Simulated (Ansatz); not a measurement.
The system is TiO2 (Anatase).

```
Ti O
1.0
    -1.89210    1.89210    4.75730
     1.89210   -1.89210    4.75730
     1.89210    1.89210   -4.75730
Ti O
2 4
Direct
  0.75000 0.25000 0.50000
  0.00000 0.00000 0.00000
  0.79190 0.79190 0.00000
  0.54190 0.04190 0.50000
  0.95810 0.45810 0.50000
  0.20810 0.20810 0.00000
```

Base run:

```yaml
Program: Ansatz 0.2.0
Functional: PBE
Potentials_or_basis: Ansatz PAW
Cutoff: "420 eV (not typed: the program's choice for these potentials)"
k_mesh: 10 × 10 × 10
Occupations: fermi-dirac, width 0.05 eV
Spin: no spin polarisation
Hubbard_terms: Ti d U = 3 eV
```

Its results: band gap on the k mesh 2.51 eV, indirect (least direct gap 2.85 eV); pressure 7.6 GPa; largest force 0.072 eV/Å.

Task: The run is repeated on the same cell with these changes: hubbard terms from Ti d U = 3 eV to none; hubbard projectors from ortho-atomic (the default) to none. What comes out?

Result: Band gap on the k mesh 2.14 eV, indirect (least direct gap 2.46 eV); pressure 5.2 GPa; largest force 0.102 eV/Å.

The U term pushes filled and empty states of the shell apart.

Caveats: the density of states is complete only up to the lowest level of the last band computed.

A k mesh can miss the band edges.
